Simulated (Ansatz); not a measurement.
Sc (bcc): a workflow

Computed with Ansatz (plane waves, PAW, 420 eV cutoff): HSE06, scalar-relativistic, no spin polarisation, Γ-centred 8×8×8 mesh, 0.05 eV Gaussian smearing; PAW files: Ansatz's generated set soft_2.

At room temperature and ambient pressure Sc is hcp.

The start:

```
CELL_PARAMETERS angstrom
-1.84277 1.84277 1.84277
1.84277 -1.84277 1.84277
1.84277 1.84277 -1.84277
ATOMIC_POSITIONS crystal
Sc 0.00000 0.00000 0.00000
```

The runs in order:

```
run  level  k-mesh        kind  V (Å³/atom)  P (GPa)  E − E(final) (meV/atom)  gap on the mesh (eV)
  1    PBE   8×8×8  fixed cell        25.03     -0.5                        –                 metal
  2    PBE   8×8×8  fixed cell        24.93     -0.3                        –                 metal
  3    PBE   8×8×8  fixed cell        24.78      0.0                        –                 metal
  4  HSE06   8×8×8  fixed cell        24.78      1.9                      5.8                 metal
  5  HSE06   8×8×8  fixed cell        25.10      1.2                      2.5                 metal
  6  HSE06   8×8×8  fixed cell        25.69     -0.1                      0.0                 metal
```

The volume is at zero pressure for this level.

The final structure (symmetry read at 0.01 Å). The structure is cubic, space group Im-3m (No. 229). Conventional cell: a = 3.718 Å, b = 3.718 Å, c = 3.718 Å, α = 90.00°, β = 90.00°, γ = 90.00°. Sc (site symmetry m-3m) is surrounded by 8 Sc at 3.22 Å. (Neighbours are counted to 15 % beyond the shortest distance.)

```tsv
atom	site	symmetry	x	y	z
Sc	2a	m-3m	0.0000	0.0000	0.0000
```

- At the final geometry the gap, band path included, is zero (metallic).
- The runs in the table took roughly 1.5 core-minutes.

**What lies behind the numbers.**

The calculation's cell holds 11 valence electrons, an odd number. Without magnetic order each band takes two, so one stays part-filled and the crystal must be a metal. (Only strong correlation, outside this picture, could make a Mott insulator of it.)

Pressures of hybrids are less tightly converged. For a metal under a hybrid functional this mesh is coarse.
